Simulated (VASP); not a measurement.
A run of VASP 6.6.1 is set up as follows.

INCAR

```
SYSTEM = NiO
ALGO     = Normal         ! electronic algorithm
EDIFF    = 1E-7           ! SCF threshold, eV
EDIFFG   = -0.002         ! ionic threshold
ENCUT    = 520            ! plane-wave cutoff, eV
GGA      = CA             ! functional
IBRION   = 2              ! ionic algorithm
ISIF     = 3              ! what is computed and relaxed
ISMEAR   = 0              ! smearing method
ISPIN    = 2              ! spin polarisation
LASPH    = .True.         ! aspherical terms in the spheres
LCHARG   = .False.        ! write CHGCAR
LMAXMIX  = 4              ! l up to which the mixer works
LORBIT   = 11             ! projections on sites
LREAL    = .False.        ! projectors in reciprocal space
LWAVE    = .False.        ! write WAVECAR
MAGMOM   = 2 -2 0 0       ! initial moments
NELM     = 150            ! most SCF steps
NSW      = 80             ! ionic steps
PREC     = Accurate       ! precision mode
SIGMA    = 0.02           ! smearing width, eV
```

The input KPOINTS:

```
k-points
0
Gamma
  12 12 12
  0 0 0
```

File POSCAR:

```
NiO                                     
1.0
    0.0000000000      2.0388585414      2.0388585414
    2.0388585414      0.0000000000      2.0388585414
    4.0438439884      2.0049854471     -2.0049854471
  Ni              O             
     2     2
Direct
     0.0000000000000000    0.0000000000000000    0.0000000000000000
     0.5000000000000000    0.0000000000000000    0.5000000000000000
     0.7500000000000000    0.5000000000000000    0.2500000000000000
     0.2500000000000000    0.5000000000000000    0.7500000000000000
```

Potentials or basis: VASP PAW LDA potentials, release 64 (Ni, O).

Command:

```sh
$ cat potpaw_LDA.64/Ni/POTCAR potpaw_LDA.64/O/POTCAR > POTCAR
$ mpirun -np 1 vasp_std > vasp.out
```

**Question.** Predict the net moment.

**Answer.** 0.00 μB per cell.

**Question.** What does it give for the band gap on the k mesh?

**Answer.** 0.38 eV.

**Question.** What does it give for the site moments?

**Answer.** Ni +1.08, -1.08; O +0.00 μB.

Final structure:
```
Ni O
1.0
     0.00000    2.03886    2.03886
     2.03886    0.00000    2.03886
     4.04384    2.00499   -2.00499
Ni O
2 2
Direct
  0.00000 0.00000 0.00000
  0.50000 0.00000 0.50000
  0.75000 0.50000 0.25000
  0.25000 0.50000 0.75000
```

Caveat: the relaxation stopped at its first step, so nothing moved. A k mesh can miss the band edges.
